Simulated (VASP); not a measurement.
Write the native input for VASP 6.6.1 that does the following.

```yaml
Task: relaxation of cell and atoms
Functional: PBEsol
Potentials_or_basis: VASP PAW PBE potentials, release 64 (Mg, O_s)
Cutoff: 480 eV
k_mesh: 9 × 9 × 6
Occupations: gaussian, width 0.02 eV
Spin: no spin polarisation
Further_INCAR_settings: ALGO = Normal; EDIFF = 1e-07; IBRION = 2; EDIFFG = -0.005; NSW = 90; ISIF = 3
```

The structure of MgO lies in POSCAR:

```
MgO
1.0
    3.3077869900      0.0000000000      0.0000000000
   -1.6538934900      2.8646275600      0.0000000000
    0.0000000000      0.0000000000      4.9828816700
Mg O
2 2
Direct
    0.3333333300      0.6666666700      0.0021597400
    0.6666666700      0.3333333300      0.5021597400
    0.3333333300      0.6666666700      0.4024402600
    0.6666666700      0.3333333300      0.9024402600
```

Measurements of this composition are mostly on another form, of space group No. 225.

These files were run (other wordings do the same):

INCAR

```
SYSTEM = MgO
PREC = Accurate
ENCUT = 480
EDIFF = 1E-7
ISMEAR = 0
SIGMA = 0.02
LREAL = .False.
LASPH = .True.
NELM = 60
ALGO = Normal
ISIF = 3
LWAVE = .False.
LCHARG = .False.
GGA = PS
IBRION = 2
NSW = 90
EDIFFG = -0.005
```

KPOINTS

```
Automatic mesh
0
Gamma
  9 9 6
  0 0 0
```

Potentials or basis: VASP PAW PBE potentials, release 64 (Mg, O_s).

Run with:

```console
$ cat potpaw_PBE.64/Mg/POTCAR potpaw_PBE.64/O_s/POTCAR > POTCAR
$ mpirun -np 1 vasp_std > vasp.out
```

It gave:

| Property | Result |
| --- | --- |
| Relaxed volume | 11.81 Å³/atom |
| Relaxed cell | a = 3.302 Å, b = 3.302 Å, c = 5.005 Å, α = 90.00°, β = 90.00°, γ = 120.00° |
| Space group after relaxing (to 0.05 Å) | P6_3mc (No. 186) |
| Energy gained by relaxing | 0.0 meV/atom |
| Ionic steps | 7 |
| Pressure after relaxing | 0.0 GPa |
| Largest force after relaxing | 0.003 eV/Å |
| Band gap on the k mesh | 3.37 eV, direct |

Caveat: the PAW data sets were made with another functional, which shifts forces and pressure a little; an odd mesh through Γ misses points on the zone boundary, where band edges often lie.

Run time: 38 s on 1 thread of Intel(R) Xeon(R) 6975P-C (Granite Rapids) (shared host), peak memory 0.16 GiB.
